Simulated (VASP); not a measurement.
# In in VASP: a series of runs

The runs below take In through single point, with PBE.

All numbers are computed with VASP 6.6.1; they aren't measurements. Logs are shortened: lines on timing, memory, paths and dates and some standing lists are left out, and cuts for length are marked.

## 1. The slab as given

The cell holds a slab with vacuum, 3 atoms: a = 3.335 Å, b = 3.335 Å, c = 17.509 Å, α = 90.00°, β = 90.00°, γ = 120.00°.

The slab is cut from a database's or a generator's crystal, which needn't be the stable form of the element.

## 2. Single point, PBE

INCAR

```
SYSTEM = In
PREC = Accurate
ENCUT = 460
EDIFF = 1E-7
ISMEAR = 1
SIGMA = 0.1
LREAL = .FALSE.
LASPH = .TRUE.
NELM = 120
ALGO = Normal
ISIF = 2
LWAVE = .FALSE.
LCHARG = .FALSE.
LDIPOL = .TRUE.
IDIPOL = 3
DIPOL = 0.5 0.5 0.500
GGA = PE
NBANDS = 30
LVHAR = .TRUE.
LVACPOTAV = .TRUE.
```

KPOINTS

```
regular mesh
0
G
  7 7 1
  0 0 0
```

POSCAR

```
In
1.0
    3.3354847820      0.0000000000      0.0000000000
   -1.6677423910      2.8886145552      0.0000000000
    0.0000000000      0.0000000000     17.5091429200
In
3
Direct
    0.3333333300      0.6666666600      0.3426781098
    0.6666666700      0.3333333400      0.5000000000
    0.3333333300      0.6666666600      0.6573218902
```

Potentials or basis: VASP PAW PBE potentials, release 64 (In_d).

Launch:

```bash
$ cat potpaw_PBE.64/In_d/POTCAR > POTCAR
$ mpirun -np 1 vasp_std > vasp.out
```

OUTCAR:

```text
SYSTEM = In
   PREC = Accurate
   ENCUT = 460
   EDIFF = 1E-7
   ISMEAR = 1
   LREAL = .FALSE.
   LASPH = .TRUE.
   NELM = 120
   ISIF = 2
   GGA = PE

 Found      8 irreducible k-points:

 Following reciprocal coordinates:
            Coordinates               Weight
  0.000000  0.000000  0.000000      1.000000
  0.142857  0.000000  0.000000      6.000000
  0.285714  0.000000  0.000000      6.000000
  0.428571  0.000000  0.000000      6.000000
  0.142857  0.142857  0.000000      6.000000
  0.285714  0.142857  0.000000     12.000000
   k-points           NKPTS =      8   k-points in BZ     NKDIM =      8   number of bands    NBANDS=     30
   number of dos      NEDOS =    301   number of ions     NIONS =      3
   total plane-waves  NPLWV =  72576
   dimension x,y,z NGX =    24 NGY =   24 NGZ =  126
   dimension x,y,z NGXF=    48 NGYF=   48 NGZF=  252
   ions per type =               3
   NGX,Y,Z   is equivalent  to a cutoff of  11.96, 11.96, 11.96 a.u.
   NGXF,Y,Z  is equivalent  to a cutoff of  23.92, 23.92, 23.93 a.u.
 SYSTEM =  In
   PREC   = accura    normal or accurate (medium, high low for compatibility)
   ISTART =      0    job   : 0-new  1-cont  2-samecut
   ICHARG =      2    charge: 1-file 2-atom 10-const
   ISPIN  =      1    spin polarized calculation?
   LNONCOLLINEAR =      F non collinear calculations
   LSORBIT =      F    spin-orbit coupling
   LASPH  =      T    aspherical Exc in radial PAW
   ENCUT  =  460.0 eV  33.81 Ry    5.81 a.u.   5.83  5.83 30.62*2*pi/ulx,y,z
   NELM   =    120;   NELMIN=  2; NELMDL= -5     # of ELM steps
   EDIFF  = 0.1E-06   stopping-criterion for ELM
   LREAL  =      F    real-space projection
   EDIFFG = 0.1E-05   stopping-criterion for IOM
   NSW    =      0    number of steps for IOM
   IBRION =     -1    ionic relax: 0-MD 1-quasi-New 2-CG
   NFREE  =      0    steps in history (QN), initial steepest desc. (CG)
   ISIF   =      2    stress and relaxation
   ISYM   =      2    0-nonsym 1-usesym 2-fastsym
   POTIM  = 0.5000    time-step for ionic-motion
   TEBEG  =    0.0;   TEEND  =   0.0 temperature during run
   PSTRESS=    0.0 pullay stress
   NELECT =      39.0000    total number of electrons
   NUPDOWN=      -1.0000    fix difference up-down
   EMIN   =  10.00;   EMAX   =-10.00  energy-range for DOS
   EFERMI =   0.00;   METHOD = LEGACY
   ISMEAR =     1;   SIGMA  =   0.10  broadening in eV -4-tet -1-fermi 0-gaus
   EFERMI_NEDOS =   21; number of points for ismear=-14 and -15
   IALGO  =     38    algorithm
   IMIX   =      4    mixing-type and parameters
     AMIX     =   0.40;   BMIX     =  1.00
     AMIX_MAG =   1.60;   BMIX_MAG =  1.00
  volume/ion in A,a.u.               =      56.23       379.48
  Fermi-wavevector in a.u.,A,eV,Ry     =   1.004751  1.898705 13.735422  1.009525
  Thomas-Fermi vector in A             =   2.137387
   LORBIT       =      0    0 simple, 1 ext, 2 COOP (PROOUT), +10 PAW based schemes
   GGA     = PE    functional components
   LHFCALC =     F    Hartree Fock is set to
   AEXX    =    0.0000 exact exchange contribution
   IVDW    =     0    specifies the selected vdW correction
   LEPSILON=     F    determine dielectric tensor
   LRPA    =     F    only Hartree local field effects (RPA)
 non-spin polarized calculation
 Methfessel and Paxton  Order N= 1 SIGMA  =   0.10
  energy-cutoff  :      460.00
  volume of cell :      168.70
 maximum number of plane-waves:      3806
 NGX is ok and might be reduce to    24
   NGX = 11   NGY = 11   NGZ = 61

 dipolmoment           0.000000      0.000000      0.000000 electrons x Angstroem

 number of electron      38.9999985 magnetization

 dipolmoment           0.000000      0.000000     -0.000000 electrons x Angstroem

 Free energy of the ion-electron system (eV)
  ---------------------------------------------------
  ext. energy  EPLUGINS =         0.00000000
  ---------------------------------------------------
  free energy    TOTEN  =        -7.32484676 eV

  energy without entropy =       -7.32255199  energy(sigma->0) =       -7.32408184

 E-fermi :   1.2580     XC(G=0):  -5.6470

 val. band max:        1.1982149326   @ k =   0.2857   0.1429   0.0000
 cond. band min:       1.2939599061   @ k =   0.4286   0.1429   0.0000
 fundamental gap:      0.0957449735
 Fermi energy:         1.2579976728

 k-point     1 :       0.0000    0.0000    0.0000
  band No.  band energies     occupation
      1     -13.1448      2.00000
      2     -13.1382      2.00000
      3     -13.0647      2.00000
      4     -13.0647      2.00000
      5     -13.0566      2.00000
      6     -13.0566      2.00000
[... 22 lines left out ...]
     29      11.2065      0.00000
     30      11.7935      0.00000

 k-point     2 :       0.1429    0.0000    0.0000
  band No.  band energies     occupation
      1     -13.1247      2.00000
      2     -13.1205      2.00000
      3     -13.0651      2.00000
      4     -13.0636      2.00000
      5     -13.0139      2.00000
      6     -13.0035      2.00000
[... 22 lines left out ...]
     29       9.9983      0.00000
     30      11.2683      0.00000

 k-point     3 :       0.2857    0.0000    0.0000
  band No.  band energies     occupation
      1     -13.1680      2.00000
      2     -13.1549      2.00000
      3     -13.0600      2.00000
      4     -13.0467      2.00000
      5     -13.0014      2.00000
      6     -12.9948      2.00000
[... 22 lines left out ...]
     29       9.0193      0.00000
     30       9.9211      0.00000

 k-point     4 :       0.4286    0.0000    0.0000
  band No.  band energies     occupation
      1     -13.2151      2.00000
      2     -13.1922      2.00000
      3     -13.1063      2.00000
      4     -13.1048      2.00000
      5     -13.0330      2.00000
      6     -12.9938      2.00000
[... 22 lines left out ...]
     29       8.9261      0.00000
     30       9.1825      0.00000

 k-point     5 :       0.1429    0.1429    0.0000
  band No.  band energies     occupation
      1     -13.0970      2.00000
      2     -13.0953      2.00000
      3     -13.0838      2.00000
      4     -13.0728      2.00000
      5     -13.0277      2.00000
      6     -13.0044      2.00000
[... 22 lines left out ...]
     29       8.4946      0.00000
     30       8.7609      0.00000

 k-point     6 :       0.2857    0.1429    0.0000
  band No.  band energies     occupation
      1     -13.1413      2.00000
      2     -13.1247      2.00000
      3     -13.0785      2.00000
      4     -13.0747      2.00000
      5     -13.0224      2.00000
      6     -12.9962      2.00000
[... 22 lines left out ...]
     29       7.8890      0.00000
     30       9.8451      0.00000

 [... further k-points ...]

------------------------ aborting loop because EDIFF is reached ----------------------------------------

  FORCE on cell =-STRESS in cart. coord.  units (eV):
  Direction    XX          YY          ZZ          XY          YZ          ZX
  --------------------------------------------------------------------------------------
  -------------------------------------------------------------------------------------
  Total        0.4773579      0.4773579     -1.2244813     -0.0000000      0.0000000      0.0000000
  in kB        4.5335798      4.5335798    -11.6291856     -0.0000000      0.0000000      0.0000000
  external PRESSURE =      -0.8540087 kB  Pullay stress =       0.0000000 kB

 VOLUME and BASIS-vectors are now :
 -----------------------------------------------------------------------------
  energy-cutoff  :      460.00
  volume of cell :      168.70
      direct lattice vectors                 reciprocal lattice vectors
     3.335484782  0.000000000  0.000000000     0.299806495  0.173093360  0.000000000
    -1.667742391  2.888614555  0.000000000     0.000000000  0.346186721  0.000000000
     0.000000000  0.000000000 17.509142920     0.000000000  0.000000000  0.057113018

 POSITION                                       TOTAL-FORCE (eV/Angst)
 -----------------------------------------------------------------------------------
      0.00000      1.92574      6.00000         0.000000     -0.000000      0.222113
      1.66774      0.96287      8.75457        -0.000000      0.000000      0.000000
      0.00000      1.92574     11.50914         0.000000     -0.000000     -0.222113
 -----------------------------------------------------------------------------------
    total drift:                                0.000000      0.000008      0.000000

  FREE ENERGIE OF THE ION-ELECTRON SYSTEM (eV)
  ---------------------------------------------------
  free  energy   TOTEN  =        -7.3248467613 eV

  energy  without entropy=       -7.3225519878  energy(sigma->0) =       -7.32408184

 vacuum level on the upper side and lower side of the slab         5.241         5.241
```

Wall time 61 s (1 thread of Intel Xeon Platinum 8259CL at 2.50GHz (Skylake/Cascade Lake), shared host); peak memory 0.24 GiB.

These settings aren't checked as converged: the numbers below hold their error.

What came out:

```yaml
Free_energy: -7.3248 eV
Largest_force: 0.222 eV/Å
Band_gap_on_the_k_mesh: none (metal or under the smearing width)
Work_function_of_the_upper_face: 3.98 eV
Work_function_of_the_lower_face: 3.98 eV
```

## 3. Single point, PBE

This run uses another cell than the first one, of 43.39 Å³/atom, 0.772 times its volume.

INCAR is that of step 2.

KPOINTS

```
regular mesh
0
G
  11 11 1
  0 0 0
```

POSCAR

```
In
1.0
    3.3354847820      0.0000000000      0.0000000000
   -1.6677423910      2.8886145552      0.0000000000
    0.0000000000      0.0000000000     13.5091429200
In
3
Direct
    0.3333333300      0.6666666600      0.2960957645
    0.6666666700      0.3333333400      0.5000000000
    0.3333333300      0.6666666600      0.7039042355
```

Potentials or basis: VASP PAW PBE potentials, release 64 (In_d).

Launch:

```bash
$ cat potpaw_PBE.64/In_d/POTCAR > POTCAR
$ mpirun -np 1 vasp_std > vasp.out
```

It took 52 s on 1 thread of Intel Xeon Platinum 8259CL at 2.50GHz (Skylake/Cascade Lake), shared host; peak memory 0.22 GiB.

The run converged, but some of its settings lie outside the range that counts as converged, so its numbers aren't taken as properties of the slab.

What came out:

```
Free energy            : -7.3438 eV
Largest force          : 0.057 eV/Å
Band gap on the k mesh : none (metal or under the smearing width)
```
